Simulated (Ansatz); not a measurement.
Pt: zone-centre modes at 35 GPa

Method: DFT PBE, scalar-relativistic, plane waves, PAW (Ansatz 0.2.0). Settings: 420 eV plane-wave cutoff, Γ-centred 18×18×10 mesh, Fermi-Dirac smearing of 0.15 eV. No spin polarisation. Phonons by linear response, acoustic sum rule imposed.

The cell, relaxed at 35 GPa:
```xyz
2
Lattice="2.6830 0.0000 0.0000 -1.3415 2.3235 0.0000 0.0000 0.0000 4.5437" Properties=species:S:1:pos:R:3 pbc="T T T"
Pt    1.3415    0.7745    3.4078
Pt    0.0000    1.5490    1.1359
```

In a metal, frequencies and elastic constants depend on the k mesh and the smearing, soft modes and shear constants most. Spin–orbit coupling is left out, which can shift energies with elements as heavy as these. Other phases may be more stable at this pressure.

Optical modes at Γ; i marks an imaginary frequency:
| frequency (cm⁻¹) | degeneracy |
| --- | --- |
| 54 | 2 |
| 225 | 1 |

All 3 optical modes at Γ are real: no displacement of atoms at fixed cell lowers the energy to second order. Strains and modes at other wave vectors aren't tested by this run.

This form isn't the element's structure at ambient conditions.

Cost: 1 run of about 1.4 core-minutes, on Arm Neoverse V1 (shared hosts).